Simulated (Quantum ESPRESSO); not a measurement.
In under changes of volume

One of the cells (26.540 Å³/atom); the others are scaled copies at fixed shape and fractional positions:

```xyz
2
Lattice="3.3355 0.0000 0.0000 -1.6677 2.8886 0.0000 0.0000 0.0000 5.5091" Properties=species:S:1:pos:R:3 pbc="T T T"
In    1.6677    0.9629    4.1319
In    0.0000    1.9257    1.3773
```

This isn't the form of In at room conditions, which is tetragonal.

- Program: Quantum ESPRESSO 7.5
- Functional: PBEsol
- Potentials or basis: GBRV 1.5 PBEsol
- Cutoff: 762 eV
- Density cutoff: 6095 eV
- k mesh: 9 × 9 × 5
- Occupations: fermi-dirac, width 0.05 eV
- Spin: no spin polarisation

```csv
volume (Å³/atom),energy over the lowest point (meV/atom),pressure (GPa)
24.948,2.46,1.1
25.478,0.00,0.1
26.009,0.75,-0.8
26.540,4.27,-1.6
27.071,?,?
27.602,17.88,-2.7
28.133,27.20,-3.2
```

**Question.** What does the run at 27.071 Å³/atom give?

**Answer.** Energy over the lowest point 10.13 meV/atom; pressure -2.2 GPa.

Worked out: A Birch-Murnaghan fit of order 3 (a polynomial in V^(-2/3)) to the other rows has its minimum at 25.61 Å³/atom with B0 = V·E''(V) = 46 GPa and B' = 7.2 at fixed shape and positions, which overstates the stiffness. It gives 10.11 meV/atom at 27.071 Å³/atom, against the run's 10.13, and -dE/dV = -2.1 GPa, against -2.2.

Energies are extrapolated to zero smearing.
